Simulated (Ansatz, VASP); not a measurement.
## BiS in VASP and in Ansatz

Contents of INCAR:

```
PREC     = Accurate       # precision mode
ENCUT    = 520            # plane-wave cutoff, eV
EDIFF    = 1E-6           # SCF threshold, eV
ISMEAR   = -1             # smearing method
SIGMA    = 0.05           # smearing width, eV
LREAL    = False          # projectors in reciprocal space
LASPH    = True           # aspherical terms in the spheres
NELM     = 100            # most SCF steps
ALGO     = Normal         # electronic algorithm
ISIF     = 2              # what is computed and relaxed
LWAVE    = False          # write WAVECAR
LCHARG   = False          # write CHGCAR
GGA      = RE             # functional
NBANDS   = 18             # bands
```

File KPOINTS:

```
Automatic mesh
0
Gamma
  7 7 7
```

Contents of POSCAR:

```
BiS
1.0
    4.0029443400      0.0000000000      0.0000000000
    0.0000000000      4.0029443400      0.0000000000
    0.0000000000      0.0000000000      4.0029443400
Bi S
1 1
Direct
    0.5000000000      0.5000000000      0.5000000000
    0.0000000000      0.0000000000      0.0000000000
```

File input.yaml:

```yaml
crystal:
  lattice:
    - [4.00294434, 0.0, 0.0]
    - [0.0, 4.00294434, 0.0]
    - [0.0, 0.0, 4.00294434]
  atoms:
    - { symbol: Bi, position: [0.5, 0.5, 0.5] }
    - { symbol: S, position: [0.0, 0.0, 0.0] }
hamiltonian:
  xc: revpbe
  pseudopotentials: { kind: paw }
kpoints:
  mp_grid: { grid: [7, 7, 7] }
  band_path:
    path:
      - [[0.0, 0.0, 0.0], [0.0, 0.5, 0.0], [0.5, 0.5, 0.0], [0.0, 0.0, 0.0], [0.5, 0.5, 0.5], [0.0, 0.5, 0.0]]
      - [[0.5, 0.5, 0.0], [0.5, 0.5, 0.5]]
    npoints: 14
scf:
  occupations: { method: fermi_dirac, width: 0.05 }
  n_extra_bands: 6
output:
  forces: true
  stress: true
  eigenvalues: true
  fatbands: false
  write_density: true
  write_potential: true
  elf: true
  volumetric_format: npy
```

The cell was built by a generator and needn't be a form met in nature.

Alike in both runs: functional revPBE; k mesh 7 × 7 × 7; occupations fermi-dirac, width 0.05 eV; no spin polarisation.

```csv
,VASP,Ansatz
version,VASP 6.6.1,Ansatz 0.2.0
potentials or method,"VASP PAW PBE potentials, release 64 (Bi_d, S)",Ansatz PAW
plane-wave cutoff (eV),520,420
valence electrons in the cell,21,21
task,single point,band structure
```

|  | VASP | Ansatz | Ansatz less VASP |
| --- | --- | --- | --- |
| gap on the k mesh at the Fermi level (eV) | none | none | - |
| pressure (GPa) | -10.1 | -10.0 | +0.06 |

A gap of «none» marks a metal or a gap that the smearing closes.

Caveats: spin-orbit coupling is left out, which moves the levels of the heavy elements; the PAW data sets were made with another functional, which shifts forces and pressure a little (VASP); the PAW data sets come from PBE, with cores solved anew for the run's functional, which leaves a small shift of forces and pressure (Ansatz).
